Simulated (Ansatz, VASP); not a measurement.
# Cross-check of Y2Ti2S2O5 between VASP and Ansatz, part 2 of 2

Aim: how closely do two programs agree when they are given the same cell, functional and k mesh?

VASP 6.6.1 and Ansatz 0.2.0.

So far: Starting point; Ansatz: band structure, LDA.

### Step 3. VASP: band structure, LDA

Level of this step: LDA, no spin polarisation; plane waves and PAW (Y_sv, Ti_sv, S, O) (VASP).

The same cell, functional (in two slightly different forms), mesh and smearing now go to VASP, with its own data sets and cutoff.

Lines of VASP's logs that name or quote its potential files are left out, and so is its time.

INCAR reads:

```
SYSTEM = Y2Ti2S2O5
PREC = Accurate
ENCUT = 460
EDIFF = 1E-06
NELM = 100
ISMEAR = 0
SIGMA = 0.03
LREAL = .FALSE.
ALGO = Normal
GGA = CA
NBANDS = 70
LORBIT = 11
LWAVE = .FALSE.
LCHARG = .FALSE.
KPAR = 8
```

POSCAR reads:

```
Y2Ti2S2O5
1.0
   -1.8980020000      1.8980020000     11.5453300000
    1.8980020000     -1.8980020000     11.5453300000
    1.8980020000      1.8980020000    -11.5453300000
Y Ti S O
2 2 2 5
Direct
    0.3333020000      0.3333020000      0.0000000000
    0.6666980000      0.6666980000      0.0000000000
    0.0785070000      0.0785070000      0.0000000000
    0.9214930000      0.9214930000      0.0000000000
    0.2052480000      0.2052480000      0.0000000000
    0.7947520000      0.7947520000      0.0000000000
    0.0991950000      0.5991950000      0.5000000000
    0.4008050000      0.9008050000      0.5000000000
    0.5991950000      0.0991950000      0.5000000000
    0.9008050000      0.4008050000      0.5000000000
    0.0000000000      0.0000000000      0.0000000000
```

KPOINTS reads:

```
Automatic mesh
0
Gamma
8 8 8
0 0 0
```

KPOINTS_OPT reads:

```
Line mode
8
Line-mode
Reciprocal
  0.00000000   0.00000000   0.00000000 GAMMA
 -0.50000000   0.50000000   0.00000000 X

 -0.50000000   0.50000000   0.00000000 X
 -0.50000000   0.50000000  -0.01351296 Y

 -0.50000000   0.50000000  -0.01351296 Y
 -0.25675648   0.25675648  -0.25675648 S

 -0.25675648   0.25675648  -0.25675648 S
  0.00000000   0.00000000   0.00000000 GAMMA

  0.00000000   0.00000000   0.00000000 GAMMA
  0.50000000   0.50000000  -0.50000000 Z

  0.50000000   0.50000000  -0.50000000 Z
  0.25675648   0.74324352  -0.74324352 S1

  0.25675648   0.74324352  -0.74324352 S1
  0.00000000   0.50000000  -0.50000000 N

  0.00000000   0.50000000  -0.50000000 N
 -0.25000000   0.75000000  -0.25000000 P

 -0.25000000   0.75000000  -0.25000000 P
  0.01351296   0.98648704  -0.50000000 Y1

  0.01351296   0.98648704  -0.50000000 Y1
  0.50000000   0.50000000  -0.50000000 Z

 -0.50000000   0.50000000   0.00000000 X
 -0.25000000   0.75000000  -0.25000000 P
```

PAW data sets: Y_sv, Ti_sv, S and O (LDA family, release 64).

The run is started by

```sh
$ mpirun -np 8 vasp_std
```

Numbers of over 12 decimals in the logs are rounded to 6 here.

Log:

```text
[banner, memory and clock lines left out]
running    8 mpi-ranks, on    1 nodes
 distrk:  each k-point on    1 cores,    8 groups
 distr:  one band on    1 cores,    1 groups

 POSCAR found type information on POSCAR Y TiS O
 POSCAR found :  4 types and      11 ions
|                                                                             |
|           W    W    AA    RRRRR   N    N  II  N    N   GGGG   !!!           |
|           W    W   A  A   R    R  NN   N  II  NN   N  G    G  !!!           |
|           W    W  A    A  R    R  N N  N  II  N N  N  G       !!!           |
|           W WW W  AAAAAA  RRRRR   N  N N  II  N  N N  G  GGG   !            |
|           WW  WW  A    A  R   R   N   NN  II  N   NN  G    G                |
|           W    W  A    A  R    R  N    N  II  N    N   GGGG   !!!           |
|                                                                             |
|     For optimal performance we recommend to set                             |
|       NCORE = 2 up to number-of-cores-per-socket                            |
|     NCORE specifies how many cores store one orbital (NPAR=cpu/NCORE).      |
|     This setting can greatly improve the performance of VASP for DFT.       |
|     The default, NCORE=1 might be grossly inefficient on modern             |
|     multi-core architectures or massively parallel machines. Do your        |
|     Unfortunately you need to use the default for GW and RPA                |
|     calculations (for HF NCORE is supported but not extensively tested      |
|     yet).                                                                   |
|                                                                             |

 LDA part: xc-table for (Slater(with rela. corr.)+CA(PZ))
 , standard interpolation
 POSCAR, INCAR and KPOINTS ok, starting setup
 FFT: planning ... GRIDC
 FFT: planning ... GRID_SOFT
 FFT: planning ... GRID
 WAVECAR not read
 entering main loop
       N       E                     dE             d eps       ncg     rms          rms(c)
DAV:   1     0.844328479865E+03    0.84433E+03   -0.38685E+04  8260   0.121E+03
DAV:   2    -0.319848719988E+01   -0.84753E+03   -0.78554E+03  8740   0.365E+02
DAV:   3    -0.114013136589E+03   -0.11081E+03   -0.10848E+03 10324   0.130E+02
DAV:   4    -0.123144569678E+03   -0.91314E+01   -0.90780E+01 12936   0.323E+01
DAV:   5    -0.123538002546E+03   -0.39343E+00   -0.39299E+00 11256   0.566E+00    0.496E+01
DAV:   6    -0.103053664907E+03    0.20484E+02   -0.61609E+01 11084   0.532E+01    0.338E+01
DAV:   7    -0.102777337821E+03    0.27633E+00   -0.17663E+01 10354   0.250E+01    0.271E+01
DAV:   8    -0.102880986844E+03   -0.10365E+00   -0.56372E+00 10912   0.175E+01    0.972E+00
DAV:   9    -0.102046176116E+03    0.83481E+00   -0.55427E+00 10392   0.123E+01    0.195E+00
DAV:  10    -0.101995477837E+03    0.50698E-01   -0.22866E-01  9628   0.260E+00    0.114E+00
DAV:  11    -0.101989837800E+03    0.56400E-02   -0.35799E-02  9968   0.106E+00    0.463E-01
DAV:  12    -0.101988779547E+03    0.10583E-02   -0.88795E-03 11274   0.528E-01    0.294E-01
DAV:  13    -0.101988675996E+03    0.10355E-03   -0.15712E-03 10686   0.177E-01    0.159E-01
DAV:  14    -0.101988710915E+03   -0.34919E-04   -0.53918E-04  9742   0.986E-02    0.588E-02
DAV:  15    -0.101988693020E+03    0.17895E-04   -0.10096E-04 11430   0.535E-02    0.345E-02
DAV:  16    -0.101988697676E+03   -0.46561E-05   -0.28735E-05  9784   0.222E-02    0.142E-02
DAV:  17    -0.101988697226E+03    0.44975E-06   -0.58630E-06  9022   0.110E-02
   1 F= -.10198870E+03 E0= -.10198870E+03  d E =-.314921E-32
 Start KPOINTS_OPT (optional k-point list driver)
k-point batch [1-59\88]
       N       E                     dE             ncg
DAV:   1    -0.996157717522E+04   -0.11158E+06     8268
DAV:   2    -0.567334634911E+05   -0.46772E+05     8724
DAV:   3    -0.627865082474E+05   -0.60530E+04    10348
DAV:   4    -0.633922970504E+05   -0.60579E+03    12504
DAV:   5    -0.634204968290E+05   -0.28200E+02    10954
DAV:   6    -0.634210947463E+05   -0.59792E+00    11810
DAV:   7    -0.634211116973E+05   -0.16951E-01    11072
DAV:   8    -0.634211118900E+05   -0.19277E-03    11306
DAV:   9    -0.634211118937E+05   -0.36396E-05     7632
DAV:  10    -0.634211118941E+05   -0.41308E-06     5970
k-point batch [60-88\88]
       N       E                     dE             ncg
DAV:   1     0.302105973458E+05   -0.80796E+05     4060
DAV:   2     0.710329754818E+04   -0.23107E+05     4292
DAV:   3     0.406933759845E+04   -0.30340E+04     5288
DAV:   4     0.378970104688E+04   -0.27964E+03     6000
DAV:   5     0.377679242941E+04   -0.12909E+02     5492
DAV:   6     0.377652461993E+04   -0.26781E+00     5752
DAV:   7     0.377651840916E+04   -0.62108E-02     5476
DAV:   8     0.377651832169E+04   -0.87466E-04     5568
DAV:   9     0.377651832043E+04   -0.12657E-05     3668
DAV:  10     0.377651832023E+04   -0.19417E-06     3160
```

Parts of OUTCAR (step 3):

```text
ion  position               nearest neighbor table
   1  0.333  0.333  0.000-  10 2.46   8 2.46   8 2.46  10 2.46   6 2.83   6 2.83   6 2.83   6 2.83
                             5 2.96   4 3.37   4 3.37   4 3.37   4 3.37
   2  0.667  0.667  0.000-   7 2.46   9 2.46   9 2.46   7 2.46   5 2.83   5 2.83   5 2.83   5 2.83
                             6 2.96   3 3.37   3 3.37   3 3.37   3 3.37
   3  0.079  0.079  0.000-  11 1.81   7 1.96   9 1.96   7 1.96   9 1.96   2 3.37   2 3.37   2 3.37
                             2 3.37
   4  0.921  0.921  0.000-  11 1.81  10 1.96   8 1.96  10 1.96   8 1.96   1 3.37   1 3.37   1 3.37
                             1 3.37
   5  0.205  0.205  0.000-   2 2.83   2 2.83   2 2.83   2 2.83   1 2.96
   6  0.795  0.795  0.000-   1 2.83   1 2.83   1 2.83   1 2.83   2 2.96
   7  0.099  0.599  0.500-   3 1.96   3 1.96   2 2.46   2 2.46
   8  0.401  0.901  0.500-   4 1.96   4 1.96   1 2.46   1 2.46
   9  0.599  0.099  0.500-   3 1.96   3 1.96   2 2.46   2 2.46
  10  0.901  0.401  0.500-   4 1.96   4 1.96   1 2.46   1 2.46
  11  0.000  0.000  0.000-   3 1.81   4 1.81

  LATTYP: Found a body centered tetragonal cell.
 ALAT       =     3.7960040000
 C/A-ratio  =     6.0828861087

 Subroutine GETGRP returns: Found 16 space group operations
 (whereof 16 operations were pure point group operations)

The static configuration has the point symmetry D_4h.

 Found     59 irreducible k-points:

   k-points           NKPTS =     59   k-points in BZ     NKDIM =     59   number of bands    NBANDS=     70

   dimension x,y,z NGX =    84 NGY =   84 NGZ =   84
   dimension x,y,z NGXF=   168 NGYF=  168 NGZF=  168

   ENCUT  =  460.0 eV  33.81 Ry    5.81 a.u.  20.73 20.73 20.73*2*pi/ulx,y,z

   NELECT =      88.0000    total number of electrons

 k-points in reciprocal lattice and weights: Automatic mesh
   0.00000000  0.00000000  0.00000000       0.002
   0.12500000 -0.00000000  0.00000000       0.016
   0.25000000 -0.00000000  0.00000000       0.016
   0.37500000 -0.00000000  0.00000000       0.016
   0.50000000 -0.00000000  0.00000000       0.008
   0.12500000  0.12500000  0.00000000       0.016
   0.25000000  0.12500000  0.00000000       0.031
   0.37500000  0.12500000  0.00000000       0.031
   0.50000000  0.12500000  0.00000000       0.031
[...]
-0.37500000 -0.37500000  0.37500000       0.004
   0.50000000  0.50000000  0.50000000       0.002

 average (electrostatic) potential at core
       1 -35.5669       2 -35.5669       3 -78.0377       4 -78.0377       5 -86.4049
       6 -86.4049       7 -72.1260       8 -72.1260       9 -72.1260      10 -72.1260
      11 -72.5557

 E-fermi :   4.1494

 k-point     1 :       0.0000    0.0000    0.0000
  band No.  band energies     occupation
    ...
     40       2.6197      2.00000
     41       2.6197      2.00000
     42       3.5760      2.00000
     43       3.9034      2.00000
     44       3.9034      2.00000
     45       4.5802      0.00000
     46       4.6045      0.00000
     47       5.8390      0.00000
     48       5.8390      0.00000
     49       6.1877      0.00000
    ...

 k-point     2 :       0.1250   -0.0000    0.0000
  band No.  band energies     occupation
    ...
     40       2.1744      2.00000
     41       2.5646      2.00000
     42       3.4794      2.00000
     43       3.6744      2.00000
     44       3.7081      2.00000
     45       4.8491      0.00000
     46       4.8673      0.00000
     47       5.5109      0.00000
     48       5.8465      0.00000
     49       6.5323      0.00000
    ...

 k-point     3 :       0.2500   -0.0000    0.0000
  band No.  band energies     occupation
    ...
     40       1.8358      2.00000
     41       2.4678      2.00000
     42       3.0457      2.00000
     43       3.2115      2.00000
     44       3.6057      2.00000
     45       5.2360      0.00000
     46       5.3832      0.00000
     47       5.4009      0.00000
     48       5.8661      0.00000
     49       6.1818      0.00000
    ...

  Total       -9.8429983     -9.8429983     -9.5164699      0.0000000      0.0000000      0.0000000
  in kB      -94.7934479    -94.7934479    -91.6488010      0.0000000      0.0000000      0.0000000
  external PRESSURE =     -93.7452323 kB  Pullay stress =       0.0000000 kB

  energy-cutoff  :      460.00
  volume of cell :      166.36
      direct lattice vectors                 reciprocal lattice vectors
    -1.898002000  1.898002000 11.545330000     0.000000000  0.263434917  0.043307554
     1.898002000 -1.898002000 11.545330000     0.263434917  0.000000000  0.043307554
     1.898002000  1.898002000-11.545330000     0.263434917  0.263434917  0.000000000

 POSITION                                       TOTAL-FORCE (eV/Angst)
 -----------------------------------------------------------------------------------
      0.00000      0.00000      7.69616        -0.000000     -0.000000      0.410661
      0.00000      0.00000     15.39450         0.000000      0.000000     -0.410661
      0.00000      0.00000      1.81278         0.000000      0.000000     -0.016255
      0.00000      0.00000     21.27788        -0.000000     -0.000000      0.016255
      0.00000      0.00000      4.73931         0.000000      0.000000     -0.134572
      0.00000      0.00000     18.35135        -0.000000     -0.000000      0.134572
      1.89800     -0.00000      2.29048         0.000000     -0.000000      0.180900
      1.89800      0.00000      9.25485         0.000000     -0.000000     -0.180900
     -0.00000      1.89800      2.29048        -0.000000      0.000000      0.180900
      0.00000      1.89800      9.25485        -0.000000      0.000000     -0.180900
      0.00000      0.00000      0.00000        -0.000000     -0.000000     -0.000000
 -----------------------------------------------------------------------------------
    total drift:                               -0.000000     -0.000000     -0.000000

  FREE ENERGIE OF THE ION-ELECTRON SYSTEM (eV)
  ---------------------------------------------------
  free  energy   TOTEN  =      -101.9886972263 eV

  energy  without entropy=     -101.9886972263  energy(sigma->0) =     -101.98869723

 total charge
# of ion       s       p       d       f       tot
--------------------------------------------------
    1        2.157   6.373   0.916   0.091   9.538
    2        2.157   6.373   0.916   0.091   9.538
    3        2.228   6.278   1.802   0.000  10.308
    4        2.228   6.278   1.802   0.000  10.308
    5        1.322   2.451   0.000   0.000   3.773
    6        1.322   2.451   0.000   0.000   3.773
    7        1.561   3.468   0.000   0.000   5.029
    8        1.561   3.468   0.000   0.000   5.029
    9        1.561   3.468   0.000   0.000   5.029
   10        1.561   3.468   0.000   0.000   5.029
   11        1.577   3.447   0.000   0.000   5.025
--------------------------------------------------
tot         19.235  47.525   5.437   0.182  72.378

[... 3 further parts left out ...]
```

This run has no spin polarisation, so a moment on Ti, if there is one, isn't seen.

### Step 4. Differences

Known differences besides the potentials themselves: the two LDA forms differ slightly; the cutoff is 420 eV in Ansatz and 460 eV in VASP; VASP's log shows a relativistic correction to its local exchange, Ansatz's none. Total energies have different zeros and are not compared.

Compared:

| quantity | Ansatz | VASP | difference |
| --- | --- | --- | --- |
| pressure (GPa) | -9.41 | -9.37 | -0.03 |
| pressure without Ansatz's Pulay correction (GPa) | -9.90 | -9.37 | -0.52 |
| gap over the path points (eV) | 0.692 | 0.676 | +0.015 |

Forces on 9 of the 11 atoms, those with the largest forces and the largest differences (eV/Å; atoms numbered as in POSCAR):

| atom | Ansatz x, y, z | VASP x, y, z |
| --- | --- | --- |
| Y1 | 0.000, 0.000, 0.429 | 0.000, 0.000, 0.411 |
| Y2 | 0.000, 0.000, -0.429 | 0.000, 0.000, -0.411 |
| Ti3 | 0.000, 0.000, -0.102 | 0.000, 0.000, -0.016 |
| Ti4 | 0.000, 0.000, 0.102 | 0.000, 0.000, 0.016 |
| S5 | 0.000, 0.000, -0.142 | 0.000, 0.000, -0.135 |
| O7 | 0.000, 0.000, 0.161 | 0.000, 0.000, 0.181 |
| O8 | 0.000, 0.000, -0.161 | 0.000, 0.000, -0.181 |
| O9 | 0.000, 0.000, 0.161 | 0.000, 0.000, 0.181 |
| O10 | 0.000, 0.000, -0.161 | 0.000, 0.000, -0.181 |

Levels at points of the path, from each program's valence-band top (eV; 4 filled, then empty):

| k (reciprocal lattice) | Ansatz | VASP |
| --- | --- | --- |
| 0.000 0.000 0.000 | -1.28 -0.33 0.00 0.00 0.69 0.72 1.95 | -1.28 -0.33 0.00 0.00 0.68 0.70 1.94 |
| -0.214 0.214 0.000 | -1.79 -1.11 -0.64 -0.50 1.29 1.50 1.69 | -1.80 -1.11 -0.64 -0.50 1.28 1.48 1.68 |
| -0.429 0.429 0.000 | -1.65 -1.58 -1.33 -1.13 1.59 1.60 2.29 | -1.64 -1.57 -1.34 -1.13 1.57 1.58 2.28 |
| -0.500 0.500 -0.002 | -1.49 -1.49 -1.24 -1.22 1.64 1.64 2.36 | -1.48 -1.48 -1.24 -1.22 1.62 1.62 2.34 |
| -0.500 0.500 -0.008 | -1.49 -1.49 -1.24 -1.22 1.64 1.64 2.36 | -1.48 -1.48 -1.24 -1.22 1.62 1.62 2.34 |
| -0.500 0.500 -0.014 | -1.50 -1.49 -1.23 -1.22 1.64 1.64 2.36 | -1.49 -1.49 -1.24 -1.22 1.62 1.62 2.34 |
| -0.430 0.430 -0.083 | -1.58 -1.50 -1.27 -1.23 1.49 1.61 2.26 | -1.58 -1.51 -1.27 -1.23 1.47 1.60 2.24 |
| -0.326 0.326 -0.187 | -1.41 -1.39 -0.96 -0.95 1.58 1.66 2.18 | -1.42 -1.40 -0.96 -0.96 1.56 1.65 2.17 |
| -0.257 0.257 -0.257 | -1.39 -1.35 -0.91 -0.86 1.60 2.00 2.10 | -1.39 -1.36 -0.91 -0.86 1.58 1.99 2.09 |
| -0.147 0.147 -0.147 | -1.46 -0.88 -0.85 -0.38 1.36 1.67 1.69 | -1.46 -0.88 -0.85 -0.38 1.34 1.66 1.67 |

The forces differ by 23 meV/Å r.m.s., which is 18.3 % of the r.m.s. force of 0.12 eV/Å (both taken over all components). Among the levels compared at these points, filled levels agree within 9 meV and empty ones within 17 meV. Ansatz's pressure holds a Pulay correction of 0.49 GPa; VASP's holds none.

### Step 5. What the set-up changes

Further runs change the set-up of one program: Ansatz's method, potentials or start, or VASP's data sets, cutoff or form of LDA. The table gives Ansatz less VASP for each quantity, since a change that brings one quantity closer may part another.

| run | r.m.s. force difference (meV/Å) | pressure (GPa) | gap over the path points (eV) | pressure without Ansatz's Pulay correction (GPa) |
| --- | --- | --- | --- | --- |
| as above | 23 | -0.032 | 0.015 | -0.52 |
| cores kept as stored | 20 | 0.12 | 0.010 | -0.33 |
| Ansatz's larger PAW set (cutoff 910 eV) | 17 | 0.086 | 0.014 |  |
| norm-conserving potentials (cutoff 1143 eV) | 21 | -0.14 | 0.035 |  |

### Step 6. Results

```
r.m.s. force difference (band structure, LDA) : 23 meV/Å
```

In words: The r.m.s. force difference is 23 meV/Å (band structure, LDA), beyond the 12 meV/Å picked in this series as the mark of a large difference. Band structure, LDA, cores kept as stored: the difference in pressure goes from -0.032 to 0.12 GPa; the difference in gap over the path points goes from 0.015 to 0.010 eV; the difference in pressure without Ansatz's Pulay correction goes from -0.52 to -0.33 GPa. Band structure, LDA, Ansatz's larger PAW set (cutoff 910 eV): r.m.s. force difference goes from 23 to 17 meV/Å; the difference in pressure goes from -0.032 to 0.086 GPa. Band structure, LDA, norm-conserving potentials (cutoff 1143 eV): the difference in pressure goes from -0.032 to -0.14 GPa; the difference in gap over the path points goes from 0.015 to 0.035 eV. 1 further run of this series is not shown here. How closely two codes agree says nothing of how well the functional describes the real material.

[Lines on the potential files, build, host, timing and source positions are cut from VASP's logs without a mark.]

[Logs are printed without paths, hosts, clocks, repeated set-up lines and the standing remarks that a program may print on its own settings, such as how far it seeks lower states.]

[Hosts, paths, dates, database ids (printed as entryN), source tags and the programs' standing remarks are cut or masked in the printed files.]
